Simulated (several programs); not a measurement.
# What each method gives for SnTe (Fm-3m)

Measured values to be reproduced:
- volume: 31.66 Å³ an atom (from the lattice constants; cubic cell parameter a0 at room temperature, sample B; 300 K; “Carrier concentration dependence of structural disorder in thermoelectric Sn1−xTe”; heavily p-type, Sn-deficient sample (Sn vacancies); 2016; pmc:5391859)

SnTe (started from an entry of an open crystallographic database), relaxed with r2SCAN in Ansatz, was computed with several methods. It is cubic, Fm-3m (No. 225); conventional cell a = 6.379 Å, 32.44 Å³ an atom. Around Sn lie 6 Te at 3.19 Å; around Te lie 6 Sn at 3.19 Å. No spin polarisation and no zero-point or thermal motion.

```yaml
crystal:
  lattice:
    - [0.00000, 3.18935, 3.18935]
    - [3.18935, 0.00000, 3.18935]
    - [3.18935, 3.18935, 0.00000]
  atoms:
    - { symbol: Sn, position: [0.00000, 0.00000, 0.00000] }
    - { symbol: Te, position: [0.50000, 0.50000, 0.50000] }
```

Gaps and times are for a single point on this cell; volume and bulk modulus come from each method's own relaxation or energy curve at fixed shape. Times are rough, from shared hosts (Intel Xeon Platinum 8488C), and each method has its own mesh and cell size. A star marks a curve whose lowest point is an end point. PM6 (MOPAC), PM7 (MOPAC), GFN1-xTB (tblite), GFN2-xTB (tblite) treat a cluster of cells at its zone centre, which samples few k points: where these miss a band edge, the gap comes out too large for that reason alone. Gaps from k meshes are read at a limited set of points (mesh, symmetry points, PBE's band edges), so each method's own least gap may be somewhat smaller. xTB and the PM methods were fitted mostly to molecules, and can miss a solid's gap by electronvolts. Minimal bases can be far off for gaps. Times of the plane-wave ladder aren't listed, since it ran on unlike processors and cards. d marks a direct gap, i an indirect one (no mark: not told apart), a dash a value that wasn't computed or didn't pass its checks.

```json
{"method": "PBEsol", "kind": "semilocal", "gap (eV)": "–", "own volume (Å³/atom)": "31.04", "bulk modulus (GPa)": "–", "atoms computed": "2", "processor time": "–"}
{"method": "GFN1-xTB (DFTB+)", "kind": "tight binding", "gap (eV)": "1.15 d", "own volume (Å³/atom)": "–", "bulk modulus (GPa)": "–", "atoms computed": "2", "processor time": "0.85 s"}
{"method": "light PBE (260 eV and a coarse mesh)", "kind": "light plane-wave", "gap (eV)": "0.02", "own volume (Å³/atom)": "–", "bulk modulus (GPa)": "–", "atoms computed": "2", "processor time": "0.89 s"}
{"method": "PM7 (MOPAC)", "kind": "semi-empirical", "gap (eV)": "4.25", "own volume (Å³/atom)": "–", "bulk modulus (GPa)": "–", "atoms computed": "cluster", "processor time": "2.2 s"}
{"method": "PBE", "kind": "semilocal", "gap (eV)": "0.01", "own volume (Å³/atom)": "32.99", "bulk modulus (GPa)": "39", "atoms computed": "2", "processor time": "–"}
{"method": "PBE/single zeta (GPAW)", "kind": "small basis", "gap (eV)": "0.03 d", "own volume (Å³/atom)": "–", "bulk modulus (GPa)": "–", "atoms computed": "2", "processor time": "3.2 s"}
{"method": "PM6 (MOPAC)", "kind": "semi-empirical", "gap (eV)": "2.68", "own volume (Å³/atom)": "–", "bulk modulus (GPa)": "–", "atoms computed": "cluster", "processor time": "3.9 s"}
{"method": "GFN1-xTB (tblite)", "kind": "tight binding", "gap (eV)": "0.81", "own volume (Å³/atom)": "–", "bulk modulus (GPa)": "–", "atoms computed": "cluster", "processor time": "4.1 s"}
{"method": "LDA", "kind": "semilocal", "gap (eV)": "0.01", "own volume (Å³/atom)": "30.29", "bulk modulus (GPa)": "–", "atoms computed": "2", "processor time": "–"}
{"method": "r2SCAN", "kind": "semilocal", "gap (eV)": "0.15 d", "own volume (Å³/atom)": "32.44", "bulk modulus (GPa)": "44", "atoms computed": "2", "processor time": "–"}
{"method": "PBE/SZV (CP2K)", "kind": "small basis", "gap (eV)": "0.11 d", "own volume (Å³/atom)": "35.70*", "bulk modulus (GPa)": "42*", "atoms computed": "2", "processor time": "8.8 s"}
{"method": "PBE/DZVP (CP2K)", "kind": "small basis", "gap (eV)": "0.04 d", "own volume (Å³/atom)": "33.45", "bulk modulus (GPa)": "40", "atoms computed": "2", "processor time": "19 s"}
{"method": "PBE+SOC", "kind": "semilocal", "gap (eV)": "0.15 d", "own volume (Å³/atom)": "–", "bulk modulus (GPa)": "–", "atoms computed": "2", "processor time": "–"}
{"method": "GFN2-xTB (tblite)", "kind": "tight binding", "gap (eV)": "0.08", "own volume (Å³/atom)": "–", "bulk modulus (GPa)": "–", "atoms computed": "cluster", "processor time": "24 s"}
{"method": "HSE06", "kind": "hybrid", "gap (eV)": "0.25 d", "own volume (Å³/atom)": "32.22", "bulk modulus (GPa)": "–", "atoms computed": "2", "processor time": "–"}
{"method": "PBE0", "kind": "hybrid", "gap (eV)": "0.75 d", "own volume (Å³/atom)": "–", "bulk modulus (GPa)": "–", "atoms computed": "2", "processor time": "–"}
{"method": "HSE06+SOC", "kind": "hybrid", "gap (eV)": "0.01", "own volume (Å³/atom)": "–", "bulk modulus (GPa)": "–", "atoms computed": "2", "processor time": "–"}
```

Against HSE06 (0.25 eV) and with closed or daggered gaps left aside, the nearest gap at the points sampled is that of PBE+SOC (-0.10 eV) and the farthest that of PM7 (MOPAC) (+4.00 eV). HSE06 is only a yardstick of convenience, and nearness to it can be luck.

Volumes against r2SCAN's: PBEsol -4.3 %, PBE +1.7 %, LDA -6.6 %, PBE/DZVP (CP2K) +3.1 %, HSE06 -0.7 %.

With PBE the bands overlap or touch, or nearly. Semilocal functionals can close a real gap, so this doesn't show a metal; small gaps of other methods may in turn close between the points read or with spin-orbit coupling, and the solid may be a semimetal.

Comparison with experiment:
- Volume, measured 31.66 Å³ an atom: PBEsol -1.9 %, PBE +4.2 %, LDA -4.3 %, r2SCAN +2.5 %, PBE/DZVP (CP2K) +5.6 %, HSE06 +1.8 %.
The calculations are for a static lattice; samples hold vibrations, temperature and, in optical gaps, excitons. A measured value is shown where most reports agree with it, and only for the quantities listed.

Only the rows marked +SOC include spin-orbit coupling.
